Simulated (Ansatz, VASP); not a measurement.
## Ir in VASP and in Ansatz

INCAR

```
SYSTEM = Ir
  ALGO = Normal
  EDIFF = 1E-7
  EDIFFG = -0.05
  ENCUT = 600
  GGA = PE
  IBRION = 2
  ISIF = 3
  ISMEAR = 0
  LASPH = .TRUE.
  LCHARG = .FALSE.
  LREAL = .FALSE.
  LWAVE = .FALSE.
  NELM = 100
  NSW = 100
  PREC = Accurate
  SIGMA = 0.1
```

File KPOINTS:

```
k-points
0
G
  8 8 8
  0 0 0
```

POSCAR

```
Ir
1.0
    0.0000000000      1.9156000000      1.9156000000
    1.9156000000      0.0000000000      1.9156000000
    1.9156000000      1.9156000000      0.0000000000
Ir
1
Direct
    0.0000000000      0.0000000000      0.0000000000
```

Input for Ansatz:

```yaml
crystal:
  lattice:
    - [0.0, 1.9156, 1.9156]
    - [1.9156, 0.0, 1.9156]
    - [1.9156, 1.9156, 0.0]
  atoms:
    - { symbol: Ir, position: [0.0, 0.0, 0.0] }
basis:
  ecutwfc: 420
kpoints:
  mp_grid: { grid: [8, 8, 8] }
hamiltonian:
  xc: pbe
scf:
  occupations: { method: gaussian, width: 0.1 }
output:
  forces: true
  stress: true
  eigenvalues: true
relax:
  adjacent_minimum: "off"
  f_tol: 0.05
  max_steps: 80
  cell: { stress_tol: 0.5 }
```

Alike in both runs: task relaxation of cell and atoms; functional PBE; k mesh 8 × 8 × 8; occupations gaussian, width 0.1 eV; no spin polarisation.

|  | VASP | Ansatz |
| --- | --- | --- |
| version | VASP 6.6.1 | Ansatz 0.2.0 |
| potentials or method | VASP PAW PBE potentials, release 64 (Ir) | scalar-relativistic, plane waves, PAW |
| plane-wave cutoff (eV) | 600 | 420 |
| valence electrons in the cell | 9 | 17 |

```csv
,VASP,Ansatz,Ansatz less VASP
"gap on the k mesh at the Fermi level, each at its own relaxed structure (eV)",none,none,-
relaxed volume (Å³/atom),14.58,14.56,-0.021
relaxed cell length with the largest relative difference (Å),2.742,2.741,-0.0013
energy change over the relaxation (meV/atom),-21,-19,+2.0
```

A gap of «none» marks a metal or a gap that the smearing closes. The two sets of potentials don't hold the same shells in valence.

 Zero-point motion and thermal expansion aren't in these numbers. PBE usually gives volumes a little too large and moduli too small.
